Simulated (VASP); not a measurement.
A run of VASP 6.6.1 is set up as follows.

File POSCAR:

```
SiO2
1.0
    4.2331690000      0.0000000000      0.0000000000
    0.0000000000      4.2331690000      0.0000000000
    0.0000000000      0.0000000000      2.6934950000
Si O
2 4
Direct
    0.0000000000      0.0000000000      0.0000000000
    0.5000000000      0.5000000000      0.5000000000
    0.8068390000      0.1931610000      0.5000000000
    0.3068390000      0.3068390000      0.0000000000
    0.1931610000      0.8068390000      0.5000000000
    0.6931610000      0.6931610000      0.0000000000
```

INCAR.step1

```
PREC     = Accurate       # precision mode
ENCUT    = 500            # plane-wave cutoff, eV
EDIFF    = 1E-8           # SCF threshold, eV
ISMEAR   = 0              # smearing method
SIGMA    = 0.01           # smearing width, eV
LREAL    = F              # projectors in reciprocal space
LASPH    = T              # aspherical terms in the spheres
NELM     = 100            # most SCF steps
ALGO     = Normal         # electronic algorithm
LWAVE    = T              # write WAVECAR
LCHARG   = F              # write CHGCAR
GGA      = PE             # functional
KPAR     = 4
```

Contents of INCAR.step2:

```
PREC     = Accurate       # precision mode
ENCUT    = 500            # plane-wave cutoff, eV
EDIFF    = 1E-8           # SCF threshold, eV
ISMEAR   = 0              # smearing method
SIGMA    = 0.01           # smearing width, eV
LREAL    = F              # projectors in reciprocal space
LASPH    = T              # aspherical terms in the spheres
NELM     = 1              # most SCF steps
ALGO     = Exact          # electronic algorithm
LWAVE    = T              # write WAVECAR
LCHARG   = F              # write CHGCAR
GGA      = PE             # functional
NBANDS   = 326            # bands
LOPTICS  = T              # frequency-dependent dielectric function
ISTART   = 1            
KPAR     = 4
```

Contents of INCAR.step3:

```
PREC     = Accurate       # precision mode
ENCUT    = 500            # plane-wave cutoff, eV
EDIFF    = 1E-8           # SCF threshold, eV
ISMEAR   = 0              # smearing method
SIGMA    = 0.01           # smearing width, eV
LREAL    = F              # projectors in reciprocal space
LASPH    = T              # aspherical terms in the spheres
ALGO     = EVGW0          # electronic algorithm
LWAVE    = F              # write WAVECAR
LCHARG   = F              # write CHGCAR
GGA      = PE             # functional
NELMGW   = 1            
NBANDS   = 326            # bands
ENCUTGW  = 200            # cutoff of the response function
NOMEGA   = 50             # frequency points
PRECFOCK = Fast         
ISTART   = 1            
NBANDSGW = 24           
KPAR     = 4
```

File KPOINTS:

```
Automatic mesh
0
Gamma
  4 4 6
```

Potentials or basis: VASP PAW PBE potentials, release 64 (Si_GW, O_GW).

The run is started by

```bash
$ cat potpaw_PBE.64/Si_GW/POTCAR potpaw_PBE.64/O_GW/POTCAR > POTCAR
$ cp INCAR.step1 INCAR
$ mpirun -np 4 vasp_std > vasp.out
$ cp INCAR.step2 INCAR
$ mpirun -np 4 vasp_std > vasp.out
$ cp INCAR.step3 INCAR
$ mpirun -np 4 vasp_std > vasp.out
```

Q: Predict the quasiparticle gap.

A: 7.78 eV.

Q: What does it give for the least direct quasiparticle gap?

A: 7.78 eV.

Q: What does it give for the band gap on the k mesh, mean-field level?

A: 5.02 eV, direct.

Caveat: bands, screening cutoff and mesh are small and nothing is extrapolated, so the quasiparticle values aren't converged.
